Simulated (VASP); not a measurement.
The input files of a VASP run:

### INCAR
```
! general
SYSTEM  = AlSb
PREC    = Accurate
ENCUT   = 400
LREAL   = .False.
LASPH   = .True.

! electronic loop
EDIFF   = 1E-6   ! SCF stop (eV)
NELM    = 100   ! most electronic steps
ALGO    = Normal   ! blocked Davidson
LMAXMIX = 4

! smearing
ISMEAR  = 0   ! Gaussian
SIGMA   = 0.05

! functional
GGA     = PE

! ions
ISIF    = 2

! output
LWAVE   = .False.
LCHARG  = .False.
```

File KPOINTS:
```
Automatic mesh
0
Gamma
7 7 7
0 0 0
```

POSCAR:
```
AlSb
1
    0.0000000000     3.1314000000     3.1314000000
    3.1314000000     0.0000000000     3.1314000000
    3.1314000000     3.1314000000     0.0000000000
Al Sb
1 1
Direct
  0.0000000000   0.0000000000   0.0000000000
  0.2500000000   0.2500000000   0.2500000000
```

POTCAR, in this order: Al Sb (PBE.64 set). Program: vasp_std.

Question: Write an equivalent input for Quantum ESPRESSO's pw.x.

Answer: One equivalent input (not run):
```
&CONTROL
  calculation = 'scf'
  pseudo_dir = './pseudo'
  outdir = './out'
  tprnfor = .true.
  tstress = .true.
/
&SYSTEM
  ibrav = 0
  nat = 2
  ntyp = 2
  ecutwfc = 80
  occupations = 'smearing'
  smearing = 'gaussian'
  degauss = 0.003675
  input_dft = 'pbe'
/
&ELECTRONS
  conv_thr = 7.3e-08
  electron_maxstep = 100
/
ATOMIC_SPECIES
  Al 26.982 Al.upf
  Sb 121.760 Sb.upf
CELL_PARAMETERS angstrom
     0.0000000    3.1314000    3.1314000
     3.1314000    0.0000000    3.1314000
     3.1314000    3.1314000    0.0000000
ATOMIC_POSITIONS crystal
  Al   0.0000000  0.0000000  0.0000000
  Sb   0.2500000  0.2500000  0.2500000
K_POINTS automatic
  7 7 7 0 0 0
```
Limits of the translation: the potentials are each code's own (VASP's PAW set, PseudoDojo norm-conserving files in pw.x), so ENCUT and ecutwfc are chosen apart and not converted; conv_thr bounds pw.x's estimated SCF error, while EDIFF bounds the energy change between steps.

The compound is AlSb in the zinc blende structure. The cell was not relaxed at this level.
